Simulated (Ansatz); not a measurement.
# LiCl: how the settings move a single-point run

Question: which choices in the input matter for LiCl?

Method: reference: DFT, HSE06, plane waves, PAW, in Ansatz 0.2.0.

5 further runs of the same task are left out: 1 for a known fault of the program, 4 that didn't finish.

### Step 1. The starting structure

It takes space group Fm-3m (No. 225, cubic). Conventional cell: a = 5.112 Å, b = 5.112 Å, c = 5.112 Å, α = 90.00°, β = 90.00°, γ = 90.00°. Li (site symmetry m-3m) is surrounded by 6 Cl at 2.56 Å. Around Cl (site symmetry m-3m) lie 6 Li at 2.56 Å.

Coordinates:

```
CELL_PARAMETERS angstrom
0.00000 2.55604 2.55604
2.55604 0.00000 2.55604
2.55604 2.55604 0.00000
ATOMIC_POSITIONS crystal
Li 0.00000 0.00000 0.00000
Cl 0.50000 0.50000 0.50000
```

### Step 2. The reference run

Contents of input.yaml:

```yaml
crystal:
  lattice:
    - [0.0, 2.5560369945, 2.5560369945]
    - [2.5560369945, 0.0, 2.5560369945]
    - [2.5560369945, 2.5560369945, 0.0]
  atoms:
    - { symbol: Li, position: [0.0, 0.0, 0.0] }
    - { symbol: Cl, position: [0.5, 0.5, 0.5] }
kpoints:
  mp_grid: { grid: [4, 4, 4] }
hamiltonian:
  xc: hse06
scf:
  occupations: { method: fixed }
  n_extra_bands: 4
output:
  forces: true
  stress: true
  eigenvalues: true
  write_density: true
  write_potential: true
  elf: true
  volumetric_format: npy
```

Run with:

```
ansatz run input.yaml --threads 4 --pin off --max-ram 3686MiB --backend cpu --events-out ev --progress --plain --runs-dir out
```

### Step 3. Variant: mp_grid.grid [6, 6, 6], xc pbesol

Changes to input.yaml since step 2:

```diff
@@ -9,5 +9,5 @@
 kpoints:
-  mp_grid: { grid: [4, 4, 4] }
+  mp_grid: { grid: [6, 6, 6] }
 hamiltonian:
-  xc: hse06
+  xc: pbesol
 scf:
@@ -19,5 +19 @@
   eigenvalues: true
-  write_density: true
-  write_potential: true
-  elf: true
-  volumetric_format: npy
```

### Step 4. Variant: exchange pbe, correlation pbe, coeff 0.15, omega 0.1

Changes to input.yaml since step 2:

```diff
@@ -11,3 +11,3 @@
 hamiltonian:
-  xc: hse06
+  xc: { exchange: pbe, correlation: pbe, exx: { coeff: 0.15, omega: 0.1 } }
 scf:
@@ -19,5 +19 @@
   eigenvalues: true
-  write_density: true
-  write_potential: true
-  elf: true
-  volumetric_format: npy
```

### Step 5. Variant: ecutfock_ratio 1

Changes to input.yaml since step 2:

```diff
@@ -15,2 +15,3 @@
   n_extra_bands: 4
+  exx: { ecutfock_ratio: 1 }
 output:
@@ -19,5 +20 @@
   eigenvalues: true
-  write_density: true
-  write_potential: true
-  elf: true
-  volumetric_format: npy
```

### Step 6. Variant: exchange pbe, correlation pbe, coeff 0.2, omega 0.5

Changes to input.yaml since step 2:

```diff
@@ -11,3 +11,3 @@
 hamiltonian:
-  xc: hse06
+  xc: { exchange: pbe, correlation: pbe, exx: { coeff: 0.2, omega: 0.5 } }
 scf:
@@ -19,5 +19 @@
   eigenvalues: true
-  write_density: true
-  write_potential: true
-  elf: true
-  volumetric_format: npy
```

### Step 7. Changing settings: dispersion d3bj

Changes to input.yaml since step 2:

```diff
@@ -12,2 +12,3 @@
   xc: hse06
+  dispersion: d3bj
 scf:
@@ -19,5 +20 @@
   eigenvalues: true
-  write_density: true
-  write_potential: true
-  elf: true
-  volumetric_format: npy
```

### Step 8. Changed: ecutwfc 750

Changes to input.yaml since step 2:

```diff
@@ -19,5 +19,3 @@
   eigenvalues: true
-  write_density: true
-  write_potential: true
-  elf: true
-  volumetric_format: npy
+basis:
+  ecutwfc: 750
```

**Question.** What will these runs give? Wanted: for each run, ending; energy change; pressure; gap; force.

**Answer**, as computed:

| run | ending | energy change | pressure (GPa) | gap (eV) | force (eV/Å) | cycles | time |
| --- | --- | --- | --- | --- | --- | --- | --- |
| reference | converged | 0 | 0.2 | 7.79 | 0.00 | 10 | 18 s |
| 1: mp_grid.grid [6, 6, 6], xc pbesol | converged | not comparable | -0.9 | 6.18 | 0.00 | 6 | 2.2 s |
| 2: exchange pbe, correlation pbe, coeff 0.15, omega 0.1 | converged | not comparable | 0.4 | 7.44 | 0.00 | 9 | 17 s |
| 3: ecutfock_ratio 1 | converged | - | 0.2 | 7.79 | 0.00 | 9 | 14 s |
| 4: exchange pbe, correlation pbe, coeff 0.2, omega 0.5 | converged | not comparable | 0.4 | 6.99 | 0.00 | 9 | 20 s |
| 5: dispersion d3bj | converged | -247.0 meV/atom (offset of the dispersion model) | -2.2 | 7.79 | 0.00 | 10 | 17 s |
| 6: ecutwfc 750 | converged | -0.3 meV/atom | 0.2 | 7.79 | 0.00 | 9 | 24 s |

Times don't compare one to one where runs were asked for different outputs or read a saved state (see the inputs); cycles may leave out searches for a lower state.

Residual by cycle in the longest SCF loop of each run; runs are numbered as in the table. The quantity is the density residual dr2, in eV.

| cycle | reference | run 1 | run 2 | run 3 | run 4 | run 5 | run 6 |
| --- | --- | --- | --- | --- | --- | --- | --- |
| 1 | 0.00178 | 0.00724 | 6.9e-4 | 0.00176 | 9.9e-4 | 0.00178 | 0.0018 |
| 2 | 5.2e-4 | 2.2e-4 | 2.0e-4 | 5.1e-4 | 2.9e-4 | 5.2e-4 | 5.2e-4 |
| 3 | 1.0e-4 | 4.0e-5 | 2.2e-5 | 1.0e-4 | 1.3e-5 | 1.0e-4 | 1.0e-4 |
| 4 | 1.2e-5 | 3.9e-7 | 2.4e-6 | 1.2e-5 | 1.8e-6 | 1.2e-5 | 1.2e-5 |
| 5 | 1.0e-6 | 2.6e-9 | 2.1e-7 | 9.6e-7 | 4.8e-8 | 1.0e-6 | 9.2e-7 |
| 6 | - | 1.4e-11 | - | - | - | - | - |

**Reading.** «ecutwfc 750» moves the energy by -0.3 meV/atom. Of the variants the dearest is «ecutwfc 750» (24 s), the cheapest «mp_grid.grid [6, 6, 6], xc pbesol» (2.2 s), on a shared host.
